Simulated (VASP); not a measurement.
# CoO: single point with PBEsol

Crystal: CoO.

```
Co O
1.0
     3.08113   -4.20139    0.00000
     3.08113    4.20139    0.00000
    -2.87771    0.00000    3.07857
Co O
4 4
Cartesian
  2.3617 -1.0587 0.7696
  0.9229 1.0587 2.3089
  2.3617 3.1430 0.7696
  0.9229 -3.1430 2.3089
  0.9229 -1.0478 2.3089
  0.9229 3.1536 2.3089
  2.3617 -3.1536 0.7696
  2.3617 1.0478 0.7696
```

The cell is a database's computed one.

| Quantity | Value |
| --- | --- |
| Program | VASP 6.6.1 |
| Task | single point |
| Functional | PBEsol |
| Potentials or basis | VASP PAW PBE potentials, release 64 (Co, O) |
| Cutoff | 520 eV |
| k mesh | 4 × 4 × 6 |
| Occupations | gaussian, width 0.1 eV |
| Spin | collinear spin, typed start |
| Starting moments | [-3.0, -3.0, 3.0, 3.0, 0.0, 0.0, 0.0, 0.0] μB |

```json
{
  "Pressure": "-15.4 GPa",
  "Largest force": "0.260 eV/Å",
  "Band gap on the k mesh": "none (metal or under the smearing width)",
  "Net moment": "0.00 μB per cell",
  "Site moments": "Co -2.45, +2.45; O -0.03, +0.03 μB",
  "Valence electrons inside the program's atomic spheres": "Co 7.78; O 4.93"
}
```

Forces in eV/Å, atoms in the order of the input:
```
Co   0.000  0.260  0.000
Co   0.000 -0.260  0.000
Co   0.000  0.258  0.000
Co   0.000 -0.258  0.000
O    0.000 -0.038  0.000
O    0.000 -0.038  0.000
O    0.000  0.038  0.000
O    0.000  0.038  0.000
```

Stress tensor (GPa, compression positive):
```
-15.59   0.00  -0.04
  0.00 -14.84   0.00
 -0.04   0.00 -15.71
```

Levels at points of the mesh, in eV from the Fermi level:
Spin up:
| k point | band 27 | band 28 | band 29 | band 30 | band 31 | band 32 | band 33 | band 34 |
| --- | --- | --- | --- | --- | --- | --- | --- | --- |
| (0.00, 0.00, 0.00) | -0.55 | -0.54 | -0.52 | -0.30 | -0.05 | 0.04 | 0.35 | 0.68 |
| (0.50, 0.00, 0.00) | -0.65 | -0.49 | -0.29 | -0.25 | -0.08 | 0.13 | 0.59 | 0.85 |
| (0.50, 0.50, 0.00) | -0.56 | -0.52 | -0.47 | -0.42 | 0.15 | 0.18 | 0.39 | 0.51 |
| (0.00, 0.00, 0.50) | -0.10 | -0.10 | 0.06 | 0.06 | 0.26 | 0.26 | 1.86 | 1.86 |
| (0.50, 0.00, 0.50) | -0.46 | -0.22 | -0.04 | 0.01 | 0.08 | 0.10 | 0.46 | 0.80 |
| (0.50, 0.50, 0.50) | -0.09 | -0.09 | 0.06 | 0.06 | 0.27 | 0.27 | 1.86 | 1.86 |
Spin down:
| k point | band 27 | band 28 | band 29 | band 30 | band 31 | band 32 | band 33 | band 34 |
| --- | --- | --- | --- | --- | --- | --- | --- | --- |
| (0.00, 0.00, 0.00) | -0.55 | -0.55 | -0.52 | -0.30 | -0.05 | 0.05 | 0.35 | 0.68 |
| (0.50, 0.00, 0.00) | -0.65 | -0.49 | -0.29 | -0.25 | -0.08 | 0.13 | 0.59 | 0.85 |
| (0.50, 0.50, 0.00) | -0.56 | -0.52 | -0.47 | -0.42 | 0.15 | 0.18 | 0.39 | 0.51 |
| (0.00, 0.00, 0.50) | -0.10 | -0.10 | 0.06 | 0.06 | 0.26 | 0.26 | 1.86 | 1.86 |
| (0.50, 0.00, 0.50) | -0.46 | -0.22 | -0.04 | 0.01 | 0.08 | 0.10 | 0.46 | 0.80 |
| (0.50, 0.50, 0.50) | -0.09 | -0.09 | 0.06 | 0.06 | 0.26 | 0.26 | 1.86 | 1.86 |

Run time: 4.2 min on 1 thread of AMD EPYC 9R45 (Zen 5), with other jobs on the host, peak memory 0.32 GiB.

Caveat: the k mesh is coarse (spacing up to 0.40 Å⁻¹), so the values aren't converged; so large a pressure means that the cell lies far from this level's equilibrium, or that cutoff or potentials fall short; the potentials were made for another functional, which shifts forces and pressure; semilocal functionals often make such compounds metallic where correlation or magnetic order opens a gap, which also shifts bond lengths. With open d or f shells a metallic result of PBEsol can be an artefact of self-interaction; +U or a hybrid may open a gap.
